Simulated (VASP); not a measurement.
# WS2 in VASP: a series of runs, part 2 of 2

VASP 6.6.1.

**4. Band structure, PBE**

The input, POSCAR:

```
WS2
1.0
    3.1831225544      0.0000000000      0.0000000000
   -1.5915612772      2.7566649955      0.0000000000
    0.0000000000      0.0000000000     35.1805582101
W S
4 8
Direct
    0.3333333333      0.6666666667      0.5923166100
    0.3333333333      0.6666666667      0.2234000000
    0.6666666667      0.3333333333      0.7766000000
    0.6666666667      0.3333333333      0.4076833900
    0.3333333333      0.6666666667      0.8211496400
    0.3333333333      0.6666666667      0.4520236900
    0.6666666667      0.3333333333      0.6366210700
    0.6666666667      0.3333333333      0.2677418400
    0.3333333333      0.6666666667      0.7322581600
    0.3333333333      0.6666666667      0.3633789300
    0.6666666667      0.3333333333      0.5479763100
    0.6666666667      0.3333333333      0.1788503600
```

The input, INCAR.step1:

```
PREC     = Accurate       # precision mode
ENCUT    = 520            # plane-wave cutoff, eV
EDIFF    = 1E-6           # SCF threshold, eV
ISMEAR   = -1             # smearing method
SIGMA    = 0.05           # smearing width, eV
LREAL    = F              # projectors in reciprocal space
LASPH    = T              # aspherical terms in the spheres
NELM     = 100            # most SCF steps
ALGO     = Normal         # electronic algorithm
ISIF     = 2              # what is computed and relaxed
LWAVE    = F              # write WAVECAR
LCHARG   = T              # write CHGCAR
LMAXMIX  = 4              # l up to which the mixer works
GGA      = PE             # functional
```

The input, KPOINTS.step1:

```
Automatic mesh
0
Gamma
  7 7 1
```

The input, INCAR.step2:

```
PREC     = Accurate       # precision mode
ENCUT    = 520            # plane-wave cutoff, eV
EDIFF    = 1E-6           # SCF threshold, eV
ISMEAR   = 0              # smearing method
SIGMA    = 0.05           # smearing width, eV
LREAL    = F              # projectors in reciprocal space
LASPH    = T              # aspherical terms in the spheres
NELM     = 100            # most SCF steps
ALGO     = Normal         # electronic algorithm
ISIF     = 2              # what is computed and relaxed
LWAVE    = F              # write WAVECAR
LCHARG   = F              # write CHGCAR
LMAXMIX  = 4              # l up to which the mixer works
GGA      = PE             # functional
ICHARG   = 11             # starting density
```

The input, KPOINTS.step2:

```
path GMKGALHA,LM,KH
15
line-mode
reciprocal
 0.0000000000  0.0000000000  0.0000000000  G
 0.5000000000  0.0000000000  0.0000000000  M

 0.5000000000  0.0000000000  0.0000000000  M
 0.3333333333  0.3333333333  0.0000000000  K

 0.3333333333  0.3333333333  0.0000000000  K
 0.0000000000  0.0000000000  0.0000000000  G

 0.0000000000  0.0000000000  0.0000000000  G
 0.0000000000  0.0000000000  0.5000000000  A

 0.0000000000  0.0000000000  0.5000000000  A
 0.5000000000  0.0000000000  0.5000000000  L

 0.5000000000  0.0000000000  0.5000000000  L
 0.3333333333  0.3333333333  0.5000000000  H

 0.3333333333  0.3333333333  0.5000000000  H
 0.0000000000  0.0000000000  0.5000000000  A

 0.5000000000  0.0000000000  0.5000000000  L
 0.5000000000  0.0000000000  0.0000000000  M

 0.3333333333  0.3333333333  0.0000000000  K
 0.3333333333  0.3333333333  0.5000000000  H
```

Potentials or basis: VASP PAW PBE potentials, release 64 (W_sv, S).

Launch:

```console
$ cat potpaw_PBE.64/W_sv/POTCAR potpaw_PBE.64/S/POTCAR > POTCAR
$ cp INCAR.step1 INCAR
$ cp KPOINTS.step1 KPOINTS
$ mpirun -np 1 vasp_std > vasp.out
$ cp INCAR.step2 INCAR
$ cp KPOINTS.step2 KPOINTS
$ mpirun -np 1 vasp_std > vasp.out
```

OUTCAR:

```text
PREC = Accurate
   ENCUT = 520
   EDIFF = 1E-6
   ISMEAR = 0
   LREAL = F
   LASPH = T
   NELM = 100
   ISIF = 2
   GGA = PE
   ICHARG = 11

 ion  position               nearest neighbor table
   1  0.333  0.667  0.592-   7 2.41   7 2.41   7 2.41  11 2.41  11 2.41  11 2.41
   2  0.333  0.667  0.223-   8 2.41   8 2.41   8 2.41  12 2.42  12 2.42  12 2.42
   3  0.667  0.333  0.777-   9 2.41   9 2.41   9 2.41   5 2.42   5 2.42   5 2.42
   4  0.667  0.333  0.408-  10 2.41  10 2.41  10 2.41   6 2.41   6 2.41   6 2.41
   5  0.333  0.667  0.821-   3 2.42   3 2.42   3 2.42
[... 1786 lines left out ...]
 -----------------------------------------------------------------------------
  energy-cutoff  :      520.00
  volume of cell :      308.70
      direct lattice vectors                 reciprocal lattice vectors
     3.183122554  0.000000000  0.000000000     0.314156927  0.181378586  0.000000000
    -1.591561277  2.756664995  0.000000000     0.000000000  0.362757173  0.000000000
     0.000000000  0.000000000 35.180558210     0.000000000  0.000000000  0.028424791

 POSITION                                       TOTAL-FORCE (eV/Angst)
 -----------------------------------------------------------------------------------
     -0.00000      1.83778     20.83803         0.000000      0.000000     -0.021204
     -0.00000      1.83778      7.85934         0.000000      0.000000     -0.172858
      1.59156      0.91889     27.32122        -0.000000      0.000000      0.172858
      1.59156      0.91889     14.34253         0.000000      0.000000      0.021204
     -0.00000      1.83778     28.88850        -0.000000      0.000000      0.310329
     -0.00000      1.83778     15.90245        -0.000000     -0.000000      0.343294
      1.59156      0.91889     22.39668        -0.000000      0.000000      0.359453
      1.59156      0.91889      9.41931        -0.000000      0.000000      0.325807
     -0.00000      1.83778     25.76125        -0.000000     -0.000000     -0.325807
     -0.00000      1.83778     12.78387        -0.000000     -0.000000     -0.359453
      1.59156      0.91889     19.27811        -0.000000      0.000000     -0.343294
      1.59156      0.91889      6.29206        -0.000000      0.000000     -0.310329
 -----------------------------------------------------------------------------------
    total drift:                               -0.000000      0.000000      0.000000

  FREE ENERGIE OF THE ION-ELECTRON SYSTEM (eV)
  ---------------------------------------------------
  free  energy   TOTEN  =       -91.9636117484 eV

  energy  without entropy=      -91.9636117484  energy(sigma->0) =      -91.96361175
```

OSZICAR.step1:

```text
N       E                     dE             d eps       ncg     rms          rms(c)
DAV:   1     0.110411131561E+04    0.11041E+04   -0.56349E+04  1120   0.158E+03
DAV:   2    -0.164509974529E+02   -0.11206E+04   -0.10933E+04  1184   0.424E+02
DAV:   3    -0.965381370584E+02   -0.80087E+02   -0.79142E+02  1194   0.107E+02
[... 16 lines left out ...]
DAV:  20    -0.946609795267E+02   -0.29236E-04   -0.58764E-07   752   0.238E-03    0.195E-03
DAV:  21    -0.946609941504E+02   -0.14624E-04   -0.27738E-07   752   0.140E-03    0.155E-03
DAV:  22    -0.946610023652E+02   -0.82149E-05   -0.21372E-07   744   0.116E-03    0.559E-04
DAV:  23    -0.946610037548E+02   -0.13895E-05   -0.40237E-08   688   0.517E-04    0.317E-04
DAV:  24    -0.946610044040E+02   -0.64921E-06   -0.22582E-08   696   0.335E-04
   1 F= -.94661004E+02 E0= -.94661004E+02  d E =-.107577E-06
```

Run time: 27 min. Hardware: 1 thread of Intel Xeon Platinum 8375C at 2.90GHz (Ice Lake), shared host; peak memory 1.6 GiB.

What came out:

| Quantity | Value |
| --- | --- |
| Band gap on the k mesh | 1.42 eV, indirect (least direct gap 2.38 eV) |
| Band gap along the path | 1.34 eV, indirect (least direct gap 1.76 eV) |

Levels at the corners of the path, in eV from the valence-band top:
| point | band 50 | band 51 | band 52 | band 53 | band 54 | band 55 |
| --- | --- | --- | --- | --- | --- | --- |
| Γ | -0.47 | -0.18 | 0.00 | 2.43 | 2.43 | 2.43 |
| M | -1.40 | -1.37 | -1.35 | 2.38 | 2.39 | 2.40 |
| M | -1.40 | -1.37 | -1.35 | 2.38 | 2.39 | 2.40 |
| K | -0.48 | -0.44 | -0.42 | 1.34 | 1.34 | 1.36 |
| K | -0.48 | -0.44 | -0.42 | 1.34 | 1.34 | 1.36 |
| Γ | -0.47 | -0.18 | 0.00 | 2.43 | 2.43 | 2.43 |
| Γ | -0.47 | -0.18 | 0.00 | 2.43 | 2.43 | 2.43 |
| A | -0.47 | -0.18 | 0.00 | 2.43 | 2.43 | 2.43 |
| A | -0.47 | -0.18 | 0.00 | 2.43 | 2.43 | 2.43 |
| L | -1.40 | -1.37 | -1.35 | 2.38 | 2.39 | 2.40 |
| L | -1.40 | -1.37 | -1.35 | 2.38 | 2.39 | 2.40 |
| H | -0.48 | -0.44 | -0.42 | 1.34 | 1.34 | 1.36 |
| H | -0.48 | -0.44 | -0.42 | 1.34 | 1.34 | 1.36 |
| A | -0.47 | -0.18 | 0.00 | 2.43 | 2.43 | 2.43 |
| L | -1.40 | -1.37 | -1.35 | 2.38 | 2.39 | 2.40 |
| M | -1.40 | -1.37 | -1.35 | 2.38 | 2.39 | 2.40 |
| K | -0.48 | -0.44 | -0.42 | 1.34 | 1.34 | 1.36 |
| H | -0.48 | -0.44 | -0.42 | 1.34 | 1.34 | 1.36 |

Caveat: the log is that of the step along the path at fixed density, whose energy, stress, charges and moments have no meaning; spin-orbit coupling is left out, which moves the levels of the heavy elements.

**5. Band structure, PBEsol**

POSCAR is that of step 4.

Changes to INCAR.step1 since step 4:

```diff
@@ -13,2 +13,2 @@
 LMAXMIX  = 4              # l up to which the mixer works
-GGA      = PE             # functional
+GGA      = PS             # functional
```

KPOINTS.step1 is that of step 4.

Changes to INCAR.step2 since step 4:

```diff
@@ -13,3 +13,3 @@
 LMAXMIX  = 4              # l up to which the mixer works
-GGA      = PE             # functional
+GGA      = PS             # functional
 ICHARG   = 11             # starting density
```

KPOINTS.step2 is that of step 4.

Potentials or basis: VASP PAW PBE potentials, release 64 (W_sv, S).

Launch:

```console
$ cat potpaw_PBE.64/W_sv/POTCAR potpaw_PBE.64/S/POTCAR > POTCAR
$ cp INCAR.step1 INCAR
$ cp KPOINTS.step1 KPOINTS
$ mpirun -np 1 vasp_std > vasp.out
$ cp INCAR.step2 INCAR
$ cp KPOINTS.step2 KPOINTS
$ mpirun -np 1 vasp_std > vasp.out
```

OUTCAR:

```text
PREC = Accurate
   ENCUT = 520
   EDIFF = 1E-6
   ISMEAR = 0
   LREAL = F
   LASPH = T
   NELM = 100
   ISIF = 2
   GGA = PS
   ICHARG = 11

 ion  position               nearest neighbor table
   1  0.333  0.667  0.592-   7 2.41   7 2.41   7 2.41  11 2.41  11 2.41  11 2.41
   2  0.333  0.667  0.223-   8 2.41   8 2.41   8 2.41  12 2.42  12 2.42  12 2.42
   3  0.667  0.333  0.777-   9 2.41   9 2.41   9 2.41   5 2.42   5 2.42   5 2.42
   4  0.667  0.333  0.408-  10 2.41  10 2.41  10 2.41   6 2.41   6 2.41   6 2.41
   5  0.333  0.667  0.821-   3 2.42   3 2.42   3 2.42
   6  0.333  0.667  0.452-   4 2.41   4 2.41   4 2.41
   7  0.667  0.333  0.637-   1 2.41   1 2.41   1 2.41
   8  0.667  0.333  0.268-   2 2.41   2 2.41   2 2.41
   9  0.333  0.667  0.732-   3 2.41   3 2.41   3 2.41
  10  0.333  0.667  0.363-   4 2.41   4 2.41   4 2.41
  11  0.667  0.333  0.548-   1 2.41   1 2.41   1 2.41
  12  0.667  0.333  0.179-   2 2.42   2 2.42   2 2.42

  LATTYP: Found a hexagonal cell.
 ALAT       =     3.1831225544
 C/A-ratio  =    11.0522160579

  Lattice vectors:

 A1 = (   3.1831225544,   0.0000000000,   0.0000000000)
 A2 = (  -1.5915612772,   2.7566649955,   0.0000000000)
 A3 = (   0.0000000000,   0.0000000000,  35.1805582101)

Analysis of symmetry for initial positions (statically):
=====================================================================
 Subroutine PRICEL returns:
 Original cell was already a primitive cell.

 Routine SETGRP: Setting up the symmetry group for a
 hexagonal supercell.

 Subroutine GETGRP returns: Found 12 space group operations
 (whereof 12 operations were pure point group operations)
 out of a pool of 24 trial point group operations.

The static configuration has the point symmetry D_3d.

Analysis of symmetry for dynamics (positions and initial velocities):
=====================================================================
 Subroutine PRICEL returns:
 Original cell was already a primitive cell.

[... 152 lines left out ...]
 Gauss-broadening in eV      SIGMA  =   0.05
  energy-cutoff  :      520.00
  volume of cell :      308.70
 maximum number of plane-waves:      8376
 NGX is ok and might be reduce to    24

 number of electron     104.0000000 magnetization

 Free energy of the ion-electron system (eV)
  ---------------------------------------------------
  ext. energy  EPLUGINS =         0.00000000
  ---------------------------------------------------
  free energy    TOTEN  =       -98.32863189 eV

  energy without entropy =      -98.32863189  energy(sigma->0) =      -98.32863189

 E-fermi :   3.6400     XC(G=0):  -8.0923

 val. band max:        3.3254586706   @ k =   0.0000   0.0000   0.2500
 cond. band min:       4.6442896581   @ k =   0.3333   0.3333   0.2857
 fundamental gap:      1.3188309876
 Fermi energy:         3.6399721367

 k-point     1 :       0.0000    0.0000    0.0000
  band No.  band energies     occupation
      1     -71.0963      2.00000
      2     -71.0963      2.00000
      3     -71.0934      2.00000
      4     -71.0933      2.00000
      5     -35.3397      2.00000
      6     -35.3397      2.00000
[... 1549 lines left out ...]
     61       6.5171      0.00000
     62       6.5889      0.00000

 [... further k-points ...]

------------------------ aborting loop because EDIFF is reached ----------------------------------------

  FORCE on cell =-STRESS in cart. coord.  units (eV):
  Direction    XX          YY          ZZ          XY          YZ          ZX
  --------------------------------------------------------------------------------------
  -------------------------------------------------------------------------------------
  Total       -0.3445700     -0.3445700     11.7434817     -0.0000000      0.0000000      0.0000000
  in kB       -1.7883311     -1.7883311     60.9491119     -0.0000000      0.0000000      0.0000000
  external PRESSURE =      19.1241499 kB  Pullay stress =       0.0000000 kB

 VOLUME and BASIS-vectors are now :
 -----------------------------------------------------------------------------
  energy-cutoff  :      520.00
  volume of cell :      308.70
      direct lattice vectors                 reciprocal lattice vectors
     3.183122554  0.000000000  0.000000000     0.314156927  0.181378586  0.000000000
    -1.591561277  2.756664995  0.000000000     0.000000000  0.362757173  0.000000000
     0.000000000  0.000000000 35.180558210     0.000000000  0.000000000  0.028424791

 POSITION                                       TOTAL-FORCE (eV/Angst)
 -----------------------------------------------------------------------------------
     -0.00000      1.83778     20.83803        -0.000000      0.000000     -0.020564
     -0.00000      1.83778      7.85934        -0.000000      0.000000     -0.161305
      1.59156      0.91889     27.32122         0.000000     -0.000000      0.161305
      1.59156      0.91889     14.34253         0.000000     -0.000000      0.020564
     -0.00000      1.83778     28.88850         0.000000      0.000000     -0.054683
     -0.00000      1.83778     15.90245         0.000000      0.000000      0.044891
      1.59156      0.91889     22.39668         0.000000      0.000000      0.061887
      1.59156      0.91889      9.41931        -0.000000     -0.000000      0.028127
     -0.00000      1.83778     25.76125         0.000000      0.000000     -0.028127
     -0.00000      1.83778     12.78387         0.000000      0.000000     -0.061887
      1.59156      0.91889     19.27811        -0.000000      0.000000     -0.044891
      1.59156      0.91889      6.29206        -0.000000     -0.000000      0.054683
 -----------------------------------------------------------------------------------
    total drift:                                0.000000      0.000000      0.000000

  FREE ENERGIE OF THE ION-ELECTRON SYSTEM (eV)
  ---------------------------------------------------
  free  energy   TOTEN  =       -98.3286318853 eV

  energy  without entropy=      -98.3286318853  energy(sigma->0) =      -98.32863189
```

OUTCAR.step1:

```text
PREC = Accurate
   ENCUT = 520
   EDIFF = 1E-6
   ISMEAR = -1
   LREAL = F
   LASPH = T
[... 762 lines left out ...]
     -0.00000      1.83778     25.76125         0.000000     -0.000000      0.099703
     -0.00000      1.83778     12.78387        -0.000000      0.000000      0.062973
      1.59156      0.91889     19.27811         0.000000      0.000000      0.083173
      1.59156      0.91889      6.29206         0.000000     -0.000000      0.244671
 -----------------------------------------------------------------------------------
    total drift:                                0.000000     -0.000000      0.000000

  FREE ENERGIE OF THE ION-ELECTRON SYSTEM (eV)
  ---------------------------------------------------
  free  energy   TOTEN  =      -101.0224893333 eV

  energy  without entropy=     -101.0224891930  energy(sigma->0) =     -101.02248926
```

OSZICAR.step1:

```text
N       E                     dE             d eps       ncg     rms          rms(c)
DAV:   1     0.109552189619E+04    0.10955E+04   -0.56334E+04  1120   0.158E+03
DAV:   2    -0.227976621777E+02   -0.11183E+04   -0.10912E+04  1184   0.424E+02
DAV:   3    -0.102668934864E+03   -0.79871E+02   -0.78915E+02  1194   0.107E+02
[... 16 lines left out ...]
DAV:  20    -0.101022466089E+03   -0.29673E-04   -0.65548E-07   752   0.290E-03    0.157E-03
DAV:  21    -0.101022479935E+03   -0.13846E-04   -0.27070E-07   744   0.140E-03    0.167E-03
DAV:  22    -0.101022487811E+03   -0.78760E-05   -0.19370E-07   736   0.113E-03    0.952E-04
DAV:  23    -0.101022488982E+03   -0.11702E-05   -0.46033E-08   688   0.644E-04    0.405E-04
DAV:  24    -0.101022489333E+03   -0.35175E-06   -0.13060E-08   688   0.336E-04
   1 F= -.10102249E+03 E0= -.10102249E+03  d E =-.140272E-06
```

Run time: 28 min. Hardware: 1 thread of Intel Xeon Platinum 8375C at 2.90GHz (Ice Lake), shared host; peak memory 1.6 GiB.

What came out:

| Item | Value |
| --- | --- |
| Band gap on the k mesh | 1.39 eV, indirect (least direct gap 2.37 eV) |
| Band gap along the path | 1.32 eV, indirect (least direct gap 1.74 eV) |

Levels at the corners of the path, in eV from the valence-band top:
```csv
point,band 49,band 50,band 51,band 52,band 53,band 54,band 55,band 56
Γ,-0.77,-0.48,-0.18,0.00,2.43,2.43,2.43,2.43
M,-1.45,-1.41,-1.38,-1.36,2.37,2.38,2.39,2.39
M,-1.45,-1.41,-1.38,-1.36,2.37,2.38,2.39,2.39
K,-0.52,-0.49,-0.45,-0.43,1.32,1.32,1.34,1.34
K,-0.52,-0.49,-0.45,-0.43,1.32,1.32,1.34,1.34
Γ,-0.77,-0.48,-0.18,0.00,2.43,2.43,2.43,2.44
Γ,-0.77,-0.48,-0.18,0.00,2.43,2.43,2.43,2.44
A,-0.77,-0.48,-0.18,0.00,2.43,2.43,2.43,2.44
A,-0.77,-0.48,-0.18,0.00,2.43,2.43,2.43,2.43
L,-1.45,-1.41,-1.38,-1.36,2.37,2.38,2.39,2.39
L,-1.45,-1.41,-1.38,-1.36,2.37,2.38,2.39,2.39
H,-0.52,-0.49,-0.45,-0.43,1.32,1.32,1.34,1.34
H,-0.52,-0.49,-0.45,-0.43,1.32,1.32,1.34,1.34
A,-0.77,-0.48,-0.18,0.00,2.43,2.43,2.43,2.44
L,-1.45,-1.41,-1.38,-1.36,2.37,2.38,2.39,2.39
M,-1.45,-1.41,-1.38,-1.36,2.37,2.38,2.39,2.39
K,-0.52,-0.49,-0.45,-0.43,1.32,1.32,1.34,1.34
H,-0.52,-0.49,-0.45,-0.43,1.32,1.32,1.34,1.34
```

Caveat: the log is that of the step along the path at fixed density, whose energy, stress, charges and moments have no meaning; the PAW data sets were made with another functional, which shifts forces and pressure a little; spin-orbit coupling is left out, which moves the levels of the heavy elements.

**6. The reference run**

An earlier run on the cell as given: functional PBEsol; potentials or basis VASP PAW PBE potentials, release 64 (W_sv, S); cutoff 520 eV; k mesh 10 × 10 × 1; occupations fermi-dirac, width 0.05 eV; no spin polarisation.

* Largest force: 0.243 eV/Å
* Band gap on the k mesh: 1.40 eV, indirect (least direct gap 2.10 eV)

**7. The runs side by side**

```tsv
task	level	potentials or basis	k mesh	smearing	ladder	gap on the mesh (eV)	largest force (eV/Å)
core levels	PBE	VASP PAW PBE potentials, release 64 (W_sv, S)	7 × 7 × 1	gaussian 0.02 eV	-	1.42	0.23
band structure	LDA	VASP PAW LDA potentials, release 64 (W_sv, S)	7 × 7 × 1	fermi-dirac 0.05 eV	-	1.35	-
band structure	PBE	VASP PAW PBE potentials, release 64 (W_sv, S)	7 × 7 × 1	fermi-dirac 0.05 eV	-	1.42	-
band structure	PBEsol	VASP PAW PBE potentials, release 64 (W_sv, S)	7 × 7 × 1	fermi-dirac 0.05 eV	-	1.39	-
single point	PBEsol	VASP PAW PBE potentials, release 64 (W_sv, S)	10 × 10 × 1	fermi-dirac 0.05 eV	free	1.40	0.24
```

Alike in all rows: no spin polarisation; cell as given; cutoff (eV) 520.

Caveats: spin-orbit coupling is left out, which moves the levels of the heavy elements; the PAW data sets were made with another functional, which shifts forces and pressure a little (some runs).

Absolute energies hang on the potentials; compare differences alone.
